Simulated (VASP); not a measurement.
Si: band structure with PBE

Crystal: Si.

```
Si
1.0
     4.12095    0.00000    0.00000
    -2.06047    3.56885    0.00000
     0.00000    0.00000    2.65479
Si
2
Direct
  0.33333 0.66667 0.50000
  0.66667 0.33333 0.50000
```

The cell was built by a generator and needn't be a form met in nature.

```
Program                : VASP 6.6.1
Task                   : band structure
Functional             : PBE
Potentials or basis    : VASP PAW PBE potentials, release 64 (Si)
Cutoff                 : 520 eV
k mesh                 : 8 × 8 × 10
Occupations            : fermi-dirac, width 0.05 eV
Spin                   : no spin polarisation
Further INCAR settings : ALGO = Normal; EDIFF = 1e-07
```

```yaml
Pressure: 0.0 GPa
Band_gap_along_the_path: none (metal or under the smearing width)
```

Stress tensor (GPa, compression positive):
```
 0.25  0.00  0.00
 0.00  0.25  0.00
 0.00  0.00 -0.59
```

Levels at the corners of the path, in eV from the Fermi level:
| point | band 1 | band 2 | band 3 | band 4 | band 5 | band 6 | band 7 | band 8 |
| --- | --- | --- | --- | --- | --- | --- | --- | --- |
| Γ | -12.31 | -2.87 | -2.87 | -2.75 | 1.26 | 1.26 | 5.58 | 6.37 |
| M | -10.49 | -8.79 | -4.05 | -1.30 | 6.16 | 7.05 | 7.14 | 7.81 |
| M | -10.49 | -8.79 | -4.05 | -1.30 | 6.16 | 7.05 | 7.14 | 7.81 |
| K | -9.57 | -9.57 | -5.51 | 3.00 | 3.00 | 4.01 | 8.57 | 8.57 |
| K | -9.57 | -9.57 | -5.51 | 3.00 | 3.00 | 4.01 | 8.57 | 8.57 |
| Γ | -12.31 | -2.87 | -2.87 | -2.75 | 1.26 | 1.26 | 5.58 | 6.37 |
| Γ | -12.31 | -2.87 | -2.87 | -2.75 | 1.26 | 1.26 | 5.58 | 6.37 |
| A | -8.42 | -5.89 | -0.17 | -0.17 | 1.21 | 3.16 | 4.30 | 4.30 |
| A | -8.42 | -5.89 | -0.17 | -0.17 | 1.21 | 3.16 | 4.30 | 4.30 |
| L | -6.57 | -4.99 | -4.24 | -2.59 | -1.20 | 2.89 | 3.91 | 5.07 |
| L | -6.57 | -4.99 | -4.24 | -2.59 | -1.20 | 2.89 | 3.91 | 5.07 |
| H | -5.68 | -5.68 | -3.41 | -3.41 | -2.41 | 2.13 | 7.04 | 7.04 |
| H | -5.68 | -5.68 | -3.41 | -3.41 | -2.41 | 2.13 | 7.04 | 7.04 |
| A | -8.42 | -5.89 | -0.17 | -0.17 | 1.21 | 3.16 | 4.30 | 4.30 |
| L | -6.57 | -4.99 | -4.24 | -2.59 | -1.20 | 2.89 | 3.91 | 5.07 |
| M | -10.49 | -8.79 | -4.05 | -1.30 | 6.16 | 7.05 | 7.14 | 7.81 |
| K | -9.57 | -9.57 | -5.51 | 3.00 | 3.00 | 4.01 | 8.57 | 8.57 |
| H | -5.68 | -5.68 | -3.41 | -3.41 | -2.41 | 2.13 | 7.04 | 7.04 |

It took 34 s on 1 thread of Intel(R) Xeon(R) Platinum 8488C (Sapphire Rapids), on a shared host, peak memory 0.18 GiB.
